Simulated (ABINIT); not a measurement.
# C in ABINIT: single point with LDA

Aim: the single point of C with LDA.

All numbers are computed with ABINIT 10.8.3 (patched build); they aren't measurements. Logs are shortened: lines on timing, memory, paths and dates and some standing lists are left out, and cuts for length are marked. The log counts tension as positive stress, the text compression.

**1. The slab as given**

The cell holds a slab with vacuum, 4 atoms: a = 2.456 Å, b = 2.456 Å, c = 24.134 Å, α = 90.00°, β = 90.00°, γ = 120.00°.

The slab is cut from a database's or a generator's crystal, which needn't be the stable form of the element.

**2. Single point, LDA**

File run.abi:

```
pp_dirpath "./"
pseudos "C.LDA_PW-JTH.xml"

acell 4.6415972861 4.6415972862 45.6065750215
rprim
     1.0000000000     0.0000000000     0.0000000000
    -0.5000000000     0.8660254038     0.0000000000
     0.0000000000     0.0000000000     1.0000000000
ntypat 1
znucl 6
natom 4
typat 1 1 1 1
xred
     0.6666666667     0.3333333333     0.5704754400
     0.3333333333     0.6666666667     0.4295245600
     0.0000000000     0.0000000000     0.4295312300
     0.0000000000     0.0000000000     0.5704687700

ecut 14.0
pawecutdg 28.0
pawovlp 30

kptopt 1
ngkpt 9 9 2
nshiftk 1
shiftk 0.0 0.0 0.0

ixc 7

nband 12
occopt 3
tsmear 0.05 eV

nstep 100
tolvrs 1.0e-9

iomode 3
prtwf 0
prtden 0
prteig 0
prtebands 0
prtvol 2
```

Potentials or basis: JTH PAW LDA v2.0.

Launch:

```
$ mpirun --bind-to none -np 4 abinit run.abi > log 2>&1
```

run.abo:

```text
.Version 10.8.3 of ABINIT
 Symmetries : space group P-3 m 1 (#164); Bravais hP (primitive hexag.)
================================================================================
 Values of the parameters that define the memory need of the present run
     intxc =       0    ionmov =       0      iscf =      17    lmnmax =       8
     lnmax =       4     mgfft =     160  mpssoang =       2    mqgrid =   10864
     natom =       4  nloc_mem =       2    nspden =       1   nspinor =       1
    nsppol =       1      nsym =      12    n1xccc =       1    ntypat =       1
    occopt =       3   xclevel =       1
       mpw =        2172          nfft =       40960          nkpt =          24
Pmy_natom=         1
 PAW method is used; the additional fine FFT grid is defined by:
   mgfftf=       225    nfftf =    129600
================================================================================
================================================================================

--------------------------------------------------------------------------------
------------- Echo of variables that govern the present computation ------------
--------------------------------------------------------------------------------
 -outvars: echo values of preprocessed input variables --------
            acell      4.6415972861E+00  4.6415972862E+00  4.5606575021E+01 Bohr
              amu      1.20110000E+01
             ecut      1.40000000E+01 Hartree
              ixc           7
         kptrlatt        9    0    0      0    9    0      0    0    2
          kptrlen      4.17743756E+01
            natom           4
            nband          12
            ngfft          16      16     160
          ngfftdg          24      24     225
             nkpt          24
            nstep         100
             nsym          12
           ntypat           1
           occopt           3
        pawecutdg      2.80000000E+01 Hartree
          pawovlp      3.0000000000E+01
           prtden           0
        prtebands           0
           prteig           0
           prtvol           2
            prtwf           0
            rprim      1.0000000000E+00  0.0000000000E+00  0.0000000000E+00
                      -5.0000000000E-01  8.6602540380E-01  0.0000000000E+00
                       0.0000000000E+00  0.0000000000E+00  1.0000000000E+00
          spgroup         164
           tolvrs      1.00000000E-09
           tsmear      1.83746611E-03 Hartree
            typat      1  1  1  1
           useylm           1
           xangst      1.2281137522E+00  7.0905180544E-01  1.3767831537E+01
                      -1.7639287260E-11  1.4181036109E+00  1.0366128615E+01
                       2.2724669410E-17 -1.1808084601E-16  1.0366289589E+01
                       2.2724669410E-17 -1.1808084601E-16  1.3767670563E+01
            xcart      2.3207986430E+00  1.3399137214E+00  2.6017430952E+01
                      -3.3333421978E-11  2.6798274427E+00  1.9589144069E+01
                       4.2943401487E-17 -2.2314045967E-16  1.9589448265E+01
                       4.2943401487E-17 -2.2314045967E-16  2.6017126756E+01
             xred      6.6666666667E-01  3.3333333333E-01  5.7047544000E-01
                       3.3333333333E-01  6.6666666667E-01  4.2952456000E-01
                      -1.8503717077E-17 -5.5511151231E-17  4.2953123000E-01
                      -1.8503717077E-17 -5.5511151231E-17  5.7046877000E-01
            znucl        6.00000

================================================================================

 chkinp: Checking input parameters for consistency.

================================================================================
== DATASET  1 ==================================================================

--- !DatasetInfo
iteration_state: {dtset: 1, }
dimensions: {natom: 4, nkpt: 24, mband: 12, nsppol: 1, nspinor: 1, nspden: 1, mpw: 2172, }
cutoff_energies: {ecut:  14.0, pawecutdg:  28.0, }
electrons: {nelect:   1.60000000E+01, charge:   0.00000000E+00, occopt:   3.00000000E+00, tsmear:   1.83746611E-03, }
meta: {optdriver: 0, ionmov: 0, optcell: 0, iscf: 17, paral_kgb: 0, }
...

 Exchange-correlation functional for the present dataset will be:
  LDA: Perdew-Wang 92 LSD fit to Ceperley-Alder data - ixc=7
  J.P.Perdew and Y.Wang, PRB 45, 13244 (1992)

 Real(R)+Recip(G) space primitive vectors, cartesian coordinates (Bohr,Bohr^-1):
[... 205 lines left out ...]
    1      -0.000000000000      0.000000000000      0.007968339152
    2       0.000000000000     -0.000000000000     -0.007968339152
    3       0.000000000000      0.000000000000     -0.030841814903
    4      -0.000000000000      0.000000000000      0.030841814903

 cartesian coordinates (angstrom) at end:
    1      1.22811375215468     0.70905180543509    13.76783153685036
    2     -0.00000000001764     1.41810361087019    10.36612861549268
    3      0.00000000000000    -0.00000000000000    10.36628958900689
    4      0.00000000000000    -0.00000000000000    13.76767056333614

 cartesian forces (hartree/bohr) at end:
    1      0.00000000000000    -0.00000000000000    -0.00017471908707
    2     -0.00000000000000     0.00000000000000     0.00017471908707
    3     -0.00000000000000    -0.00000000000000     0.00067625808095
    4      0.00000000000000     0.00000000000000    -0.00067625808095
 frms,max,avg= 2.8514667E-04 6.7625808E-04   0.000E+00  0.000E+00  0.000E+00 h/b

 cartesian forces (eV/Angstrom) at end:
    1      0.00000000000000    -0.00000000000000    -0.00898441669070
    2     -0.00000000000000     0.00000000000000     0.00898441669070
    3     -0.00000000000000    -0.00000000000000     0.03477458869363
    4      0.00000000000000     0.00000000000000    -0.03477458869363
 frms,max,avg= 1.4662831E-02 3.4774589E-02   0.000E+00  0.000E+00  0.000E+00 e/A
 length scales=  4.641597286100  4.641597286200 45.606575021500 bohr
              =  2.456227504327  2.456227504380 24.133960152343 angstroms
 Fermi (or HOMO) energy (hartree) =  -0.07163   Average Vxc (hartree)=  -0.13209
 Eigenvalues (hartree) for nkpt=  24  k points:
 kpt#   1, nband= 12, wtk=  0.00617, kpt=  0.0000  0.0000  0.0000 (reduced coord)
  -0.78634   -0.78108   -0.37176   -0.33685   -0.18221   -0.18221   -0.18182   -0.18182
   0.05546    0.07279    0.08391    0.11055
      occupation numbers for kpt#   1
   2.00000    2.00000    2.00000    2.00000    2.00000    2.00000    2.00000    2.00000
   0.00000    0.00000    0.00000    0.00000
 kpt#   2, nband= 12, wtk=  0.03704, kpt=  0.1111  0.0000  0.0000 (reduced coord)
  -0.77555   -0.77039   -0.35864   -0.32417   -0.22264   -0.22192   -0.20355   -0.20299
   0.06984    0.08751    0.09889    0.12539
      occupation numbers for kpt#   2
   2.00000    2.00000    2.00000    2.00000    2.00000    2.00000    2.00000    2.00000
   0.00000    0.00000    0.00000    0.00000
 kpt#   3, nband= 12, wtk=  0.03704, kpt=  0.2222  0.0000  0.0000 (reduced coord)
  -0.74342   -0.73855   -0.31992   -0.31552   -0.31410   -0.28683   -0.24637   -0.24561
   0.11288    0.13138    0.14383    0.16973
      occupation numbers for kpt#   3
   2.00000    2.00000    2.00000    2.00000    2.00000    2.00000    2.00000    2.00000
[... 112 lines left out ...]
      occupation numbers for kpt#  22
   2.00000    2.00000    2.00000    2.00000    2.00000    2.00000    2.00000    2.00000
   0.00000    0.00000    0.00000    0.00000
 kpt#  23, nband= 12, wtk=  0.07407, kpt=  0.3333  0.2222  0.5000 (reduced coord)
  -0.59101   -0.58760   -0.50128   -0.49890   -0.40851   -0.40679   -0.14853   -0.12818
  -0.01370   -0.00300    0.31758    0.31877
      occupation numbers for kpt#  23
   2.00000    2.00000    2.00000    2.00000    2.00000    2.00000    2.00000    2.00000
   0.00000    0.00000    0.00000    0.00000
 kpt#  24, nband= 12, wtk=  0.01235, kpt=  0.3333  0.3333  0.5000 (reduced coord)
  -0.52907   -0.52739   -0.52739   -0.52587   -0.46264   -0.46264   -0.08306   -0.07162
  -0.07162   -0.05953    0.30758    0.30758
      occupation numbers for kpt#  24
   2.00000    2.00000    2.00000    2.00000    2.00000    2.00000    1.99602    0.99735
   0.99735    0.00275    0.00000    0.00000
 Total charge density [el/Bohr^3]
)     Maximum=    3.1582E-01  at reduced coord.    0.9167    0.1250    0.5689
)Next maximum=    3.1582E-01  at reduced coord.    0.2083    0.1250    0.5689
)     Minimum=    1.9580E-08  at reduced coord.    0.0000    0.0000    0.0089
)Next minimum=    1.9580E-08  at reduced coord.    0.0000    0.0000    0.9911
   Integrated=    1.6000E+01

--- !EnergyTerms
iteration_state     : {dtset: 1, }
comment             : Components of total free energy in Hartree
kinetic             :  1.36511364898266E+01
hartree             :  1.87790365831345E+02
xc                  : -8.47745432926730E+00
Ewald energy        :  1.68949937888378E+02
psp_core            :  3.31083497113930E-01
local_psp           : -3.88212759979336E+02
PAW spherical_terms :  2.91993723630240E+00
internal            : -2.30477533656365E+01
'-kT*entropy'       : -1.28053739943483E-04
total_energy        : -2.30478814193765E+01
total_energy_eV     : -6.27164803454222E+02
...

--- !EnergyTermsDC
iteration_state     : {dtset: 1, }
comment             : '"Double-counting" decomposition of free energy'
band_energy         : -6.48716138620571E+00
Ewald energy        :  1.68949937888378E+02
psp_core            :  3.31083497113930E-01
xc_dc               : -1.87382201928562E+02
PAW spherical_terms :  1.54060128180709E+00
internal            : -2.30477406474681E+01
'-kT*entropy'       : -1.28053739943483E-04
total_energy_dc     : -2.30478687012080E+01
total_energy_dc_eV  : -6.27164457375228E+02
...

--- !EnergyTermsWithPAWCore
iteration_state     : {dtset: 1, }
comment             : 'Components of total free energy, including PAW core contributions'
Total energy        : -1.51247265620181E+02
Total energy DC     : -1.51247252902013E+02
Total energy (eV)   : -4.11564776343924E+03
Total energy DC (eV): -4.11564741736024E+03
...

 Cartesian components of stress tensor (hartree/bohr^3)
  sigma(1 1)=  8.20392717E-05  sigma(3 2)=  0.00000000E+00
  sigma(2 2)=  8.20392716E-05  sigma(3 1)=  0.00000000E+00
  sigma(3 3)=  3.11734082E-05  sigma(2 1)=  5.86017246E-15

-Cartesian components of stress tensor (GPa)         [Pressure= -1.9148E+00 GPa]
- sigma(1 1)=  2.41367870E+00  sigma(3 2)=  0.00000000E+00
- sigma(2 2)=  2.41367870E+00  sigma(3 1)=  0.00000000E+00
- sigma(3 3)=  9.17153333E-01  sigma(2 1)=  1.72412226E-10

== END DATASET(S) ==============================================================
================================================================================

 -outvars: echo values of variables after computation  --------
            acell      4.6415972861E+00  4.6415972862E+00  4.5606575021E+01 Bohr
           etotal     -2.3047868701E+01
            fcart      6.9613412552E-28 -6.6985537457E-28 -1.7471908707E-04
                      -2.3204470851E-28  9.3779752441E-28  1.7471908707E-04
                      -1.1602235425E-27 -6.6985537459E-28  6.7625808095E-04
                       6.9613412552E-28  4.0191322476E-28 -6.7625808095E-04
            rprim      1.0000000000E+00  0.0000000000E+00  0.0000000000E+00
                      -5.0000000000E-01  8.6602540380E-01  0.0000000000E+00
                       0.0000000000E+00  0.0000000000E+00  1.0000000000E+00
           strten      8.2039271678E-05  8.2039271640E-05  3.1173408173E-05
                       0.0000000000E+00  0.0000000000E+00  5.8601724607E-15
           xangst      1.2281137522E+00  7.0905180544E-01  1.3767831537E+01
                      -1.7639287260E-11  1.4181036109E+00  1.0366128615E+01
                       2.2724669410E-17 -1.1808084601E-16  1.0366289589E+01
                       2.2724669410E-17 -1.1808084601E-16  1.3767670563E+01
             xred      6.6666666667E-01  3.3333333333E-01  5.7047544000E-01
                       3.3333333333E-01  6.6666666667E-01  4.2952456000E-01
                      -1.8503717077E-17 -5.5511151231E-17  4.2953123000E-01
                      -1.8503717077E-17 -5.5511151231E-17  5.7046877000E-01
 Calculation completed.
```

Run time: 15 s. Hardware: 4 MPI ranks of Arm Neoverse V2, shared host; peak memory 0.32 GiB.

What came out:

```
Free energy            : -627.1645 eV
Largest force          : 0.035 eV/Å
Band gap on the k mesh : none (metal or under the smearing width)
```

Forces on the atoms (eV/Å):
```
C    0.000  0.000 -0.009
C    0.000  0.000  0.009
C    0.000  0.000  0.035
C    0.000  0.000 -0.035
```

Levels at points of the mesh, in eV from the Fermi level:
| k point | band 5 | band 6 | band 7 | band 8 | band 9 | band 10 | band 11 | band 12 |
| --- | --- | --- | --- | --- | --- | --- | --- | --- |
| (0.00, 0.00, 0.00) | -3.01 | -3.01 | -3.00 | -3.00 | 3.46 | 3.93 | 4.23 | 4.96 |
| (0.00, 0.00, 0.50) | -3.01 | -3.01 | -3.00 | -3.00 | 3.46 | 3.89 | 4.37 | 4.70 |

Caveat: the cutoff is too short for stress, so the log's stress isn't used; the atomic spheres overlap.
